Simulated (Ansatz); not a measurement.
Nudged elastic band run: Li₈HCl₈

input.yaml

```yaml
crystal:
  lattice:
    - [0.0, 5.084245, 5.084245]
    - [5.084245, 0.0, 5.084245]
    - [5.084245, 5.084245, 0.0]
  atoms:
    - { symbol: Li, position: [-0.00186373, -0.00216599, -0.00127681] }
    - { symbol: Cl, position: [0.24403692, 0.24397347, 0.24415504], spin: 0.07 }
    - { symbol: Li, position: [-0.00164873, -0.00194888, 0.50533129] }
    - { symbol: Cl, position: [0.24365383, 0.24359946, 0.76910825], spin: 0.07 }
    - { symbol: Li, position: [-0.00193422, 0.50529945, -0.00134532] }
    - { symbol: Cl, position: [0.24416157, 0.76741136, 0.24428401], spin: 0.07 }
    - { symbol: Li, position: [0.00568923, 0.49785655, 0.49844344] }
    - { symbol: Cl, position: [0.25103979, 0.74951547, 0.74985008] }
    - { symbol: Li, position: [0.50530962, -0.00213815, -0.00125006] }
    - { symbol: Cl, position: [0.76799956, 0.24392559, 0.24410456], spin: 0.07 }
    - { symbol: Li, position: [0.49803507, 0.00558473, 0.49840322] }
    - { symbol: Cl, position: [0.74966635, 0.25081252, 0.74988577] }
    - { symbol: Li, position: [0.49811577, 0.49789648, 0.00593285] }
    - { symbol: Cl, position: [0.74955621, 0.74944066, 0.25147983] }
    - { symbol: Li, position: [0.49806056, 0.49784843, 0.49843281] }
    - { symbol: Cl, position: [0.74963753, 0.74952724, 0.7498598] }
    - { symbol: H, position: [0.37485727, 0.37392041, 0.37662777], spin: 0.54 }
magnetization:
  spin_polarized: true
basis:
  ecutwfc: 420.0
kpoints:
  mp_grid: { grid: [2, 2, 2] }
hamiltonian:
  xc: pbesol
scf:
  occupations: { method: gaussian, width: 0.02 }
  lower_state_search: "off"
neb:
  images: 7
  f_tol: 0.05
  initial_path: idpp
  max_iterations: 47
  optimiser: lbfgs
  final_atoms:
    - { symbol: Li, position: [0.00180274, 0.00191554, -0.00556258] }
    - { symbol: Cl, position: [0.25573026, 0.25576773, 0.23275799] }
    - { symbol: Li, position: [0.0017318, 0.00184805, 0.50219438] }
    - { symbol: Cl, position: [0.25607911, 0.25611333, 0.75620863] }
    - { symbol: Li, position: [-0.00532108, 0.50164833, 0.00213434] }
    - { symbol: Cl, position: [0.24875167, 0.75036964, 0.25055158] }
    - { symbol: Li, position: [0.00174268, 0.4942695, 0.50220269] }
    - { symbol: Cl, position: [0.25601522, 0.73180911, 0.75614746] }
    - { symbol: Li, position: [0.50152899, -0.00531432, 0.0021911] }
    - { symbol: Cl, position: [0.75028146, 0.24888368, 0.25052834] }
    - { symbol: Li, position: [0.49419925, 0.00184229, 0.50218995] }
    - { symbol: Cl, position: [0.73147497, 0.25615086, 0.7562446] }
    - { symbol: Li, position: [0.50149406, 0.50166924, 0.00215538] }
    - { symbol: Cl, position: [0.75029416, 0.7503618, 0.25054306] }
    - { symbol: Li, position: [0.50168543, 0.5018621, 0.49470111] }
    - { symbol: Cl, position: [0.75022022, 0.75028503, 0.74925041] }
    - { symbol: H, position: [0.12430601, 0.12483957, 0.62635068] }
  order_check: true
```

Run as:

```bash
$ ansatz run input.yaml --threads 2 --pin off --max-ram 5120MiB --backend cpu --events-out ev --progress --plain --runs-dir out
```

Output, in part (warnings, iteration lines):

```
NEB end point (image 0): max|allowed force component| = 1.175e-2 eV/Å (the criterion of neb.relax_end_points is 1.000e-2)
NEB end point (image 8): max|allowed force component| = 1.062e-2 eV/Å (the criterion of neb.relax_end_points is 1.000e-2)
WARN: the starting moments were not kept: the SCF closed with an absolute magnetisation of 1.9e-6 μB, where they sum to 0.82 μB in size (5 sites). That is at most 0.1 of that sum. Measured as dr2_m measures the in/out step, that magnetisation stands 2.4e-13 eV from none, at or under the …
NEB iter   1: max|band force component| = 5.042e-1 eV/Å  barrier→ = 0.1806 eV  barrier← = 0.1806 eV  Δτ_max = 0.0088 Å  (123 SCF iters)
NEB iter   2: max|band force component| = 4.629e-1 eV/Å  barrier→ = 0.1739 eV  barrier← = 0.1739 eV  CI = image 2  Δτ_max = 0.0080 Å  (36 SCF iters)
NEB iter   3: max|band force component| = 4.267e-1 eV/Å  barrier→ = 0.1695 eV  barrier← = 0.1695 eV  CI = image 2  Δτ_max = 0.1158 Å  (36 SCF iters)
NEB iter   4: max|band force component| = 2.890e-1 eV/Å  barrier→ = 0.1349 eV  barrier← = 0.1349 eV  CI = image 2  Δτ_max = 0.0744 Å  (51 SCF iters)
NEB iter   5: max|band force component| = 8.656e-1 eV/Å  barrier→ = 0.1424 eV  barrier← = 0.1424 eV  CI = image 2  Δτ_max = 0.0125 Å  (45 SCF iters)
NEB iter   6: max|band force component| = 6.671e-1 eV/Å  barrier→ = 0.1426 eV  barrier← = 0.1426 eV  CI = image 2  Δτ_max = 0.0448 Å  (34 SCF iters)
NEB iter   7: max|band force component| = 1.586e-1 eV/Å  barrier→ = 0.1447 eV  barrier← = 0.1447 eV  CI = image 2  Δτ_max = 0.0119 Å  (43 SCF iters)
NEB iter   8: max|band force component| = 1.586e-1 eV/Å  barrier→ = 0.1465 eV  barrier← = 0.1465 eV  CI = image 2  Δτ_max = 0.1288 Å  (37 SCF iters)
[... lines left out ...]
Error: did not converge after 100 iterations: magnetization_residual = 3.25e-5 (threshold 1.00e-7), under the density mixer `msr1`, which `scf.mixing.algorithm: auto` chose by the deck's other keys (type `scf.mixing.algorithm: msr1` to keep it); raise `scf.max_iter`, which need not help a stalled …
```

The run ended unconverged. The band didn't meet its force threshold, so its energies are provisional: the largest band force was still 0.15 eV/Å, and over the last iterations the top stayed at 0.16 eV. Inner images lie below an end point, which means an intermediate or an end that isn't the lowest structure nearby. Limits of this set-up: coarse k mesh.

Final band:

| image | path coordinate (Å) | energy (eV) |
| --- | --- | --- |
| 0 | 0.00 | 0.000 |
| 1 | 0.32 | 0.025 |
| 2 | 0.64 | 0.054 |
| 3 | 0.94 | -0.011 |
| 4 | 1.21 | -0.042 |
| 5 | 1.48 | -0.040 |
| 6 | 1.73 | 0.164 |
| 7 | 2.23 | 0.051 |
| 8 | 2.71 | 0.000 |

Time of the run: 14 min on 2 threads of Arm Neoverse V2, on a shared host, peak memory 1.5 GiB.
